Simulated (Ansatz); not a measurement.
Crystal: BaZrO3.

```
Ba Zr O
1.0
     4.19134    0.00000    0.00000
     0.00000    4.19134    0.00000
     0.00000    0.00000    4.19134
Ba Zr O
1 1 3
Direct
  0.00000 0.00000 0.00000
  0.50000 0.50000 0.50000
  0.50000 0.50000 0.00000
  0.50000 0.00000 0.50000
  0.00000 0.50000 0.50000
```

* Program: Ansatz 0.2.0
* Task: relaxation of cell and atoms
* Functional: PBE
* Potentials or basis: Ansatz PAW
* Cutoff: 420 eV (not typed: the program's choice for these potentials)
* k mesh: 6 × 6 × 6
* Occupations: fermi-dirac, width 0.05 eV
* Spin: no spin polarisation

At the start: volume 14.73 Å³/atom.

Q: How do energy, volume and symmetry change on relaxing?

A: It ends after 7 steps and the volume is 15.11 Å³/atom (+2.6 %); space group Pm-3m (No. 221, to 0.05 Å).

Step by step:
| step | energy change (eV) | largest force (eV/Å) | volume (Å³) |
| --- | --- | --- | --- |
| 1 | 0.0000 | 0.0000 | 73.63 |
| 2 | -0.0082 | 0.0000 | 76.43 |
| 3 | -0.0169 | 0.0000 | 75.50 |
| 4 | -0.0171 | 0.0000 | 75.47 |
| 5 | -0.0238 | 0.0000 | 75.47 |
| 6 | -0.0237 | 0.0000 | 75.53 |
| 7 | -0.0238 | 0.0000 | 75.53 |

Final structure:
```
CELL_PARAMETERS angstrom
4.22716 0.00000 0.00000
0.00000 4.22716 0.00000
0.00000 0.00000 4.22716
ATOMIC_POSITIONS crystal
Ba 0.00000 0.00000 0.00000
Zr 0.50000 0.50000 0.50000
O 0.50000 0.50000 0.00000
O 0.50000 0.00000 0.50000
O 0.00000 0.50000 0.50000
```

Caveat: the plane-wave basis is chosen anew once the cell has moved, so the energies of steps on either side of that aren't comparable; the pressure holds a Pulay correction of +0.5 GPa for the finite cutoff.
